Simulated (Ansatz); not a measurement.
MgO in the wurtzite structure, relaxed with r2SCAN in Ansatz 0.2.0. The symmetry is P6_3mc (No. 186, hexagonal); conventional cell a = 3.288 Å, c = 5.034 Å, 11.79 Å³ an atom. Mg is surrounded by 4 O at 1.97–1.99 Å; O is surrounded by 4 Mg at 1.97–1.99 Å.

The axes x, y and z are those of this cell:
```
Mg O
1.0
     3.28822    0.00000    0.00000
    -1.64411    2.84768    0.00000
     0.00000    0.00000    5.03437
Mg O
2 2
Direct
  0.33333 0.66667 0.99016
  0.66667 0.33333 0.49016
  0.33333 0.66667 0.38484
  0.66667 0.33333 0.88484
```

Unstrained: With PBE the gap is 3.556 eV and direct, at Γ. The r2SCAN gap is direct at Γ: 4.223 eV. With HSE06 the gap is 5.158 eV and direct, at Γ. Meshes: PBE 12×12×6, r2SCAN 12×12×6, HSE06 6×6×4. Strains are changes of length per length, and xy shears are angles. After each strain the atoms were relaxed again with r2SCAN within the symmetry that the strain leaves, so tilts or polar shifts that break it weren't tested; points keep the names that they have in the unstrained zone. These are computed values for a spin-unpolarised cell that may be hypothetical; none is a measurement.

Question: Estimate what xy shear, engineering strain (angle) -0.5 % does to the gap.

Answer: PBE: the gap goes from 3.556 to 3.556 eV (0.000 eV). r2SCAN: the gap goes from 4.223 to 4.222 eV (-0.001 eV). HSE06: the gap goes from 5.158 to 5.158 eV (0.000 eV). The r2SCAN energy rises by 0.0 meV an atom.

Question: Estimate what uniaxial +1.5 % along z, other directions held does to the gap.

Answer: PBE: the gap goes from 3.556 to 3.532 eV (-0.024 eV). r2SCAN: the gap goes from 4.223 to 4.194 eV (-0.029 eV). HSE06: the gap goes from 5.158 to 5.128 eV (-0.030 eV). The r2SCAN energy rises by 1.1 meV an atom.

Question: For epitaxial -5.0 % in the xy plane, how far does the free direction move, and what happens to the gap?

Answer: The normal strain at zero normal stress is +5.43 %, 1.09 of the in-plane strain with the sign turned. PBE: the gap goes from 3.556 to 3.963 eV (+0.407 eV). r2SCAN: the gap goes from 4.223 to 4.653 eV (+0.430 eV). HSE06: the gap goes from 5.158 to 5.619 eV (+0.461 eV).

Question: Estimate what isotropic -5.0 % on every length does to the gap.

Answer: PBE: the gap goes from 3.556 to 4.445 eV (+0.889 eV). r2SCAN: the gap goes from 4.223 to 5.160 eV (+0.937 eV). HSE06: the gap goes from 5.158 to 6.137 eV (+0.979 eV). The r2SCAN energy rises by 122.1 meV an atom.

The meshes of the hybrids are coarse, so their gaps aren't converged to the digits shown.
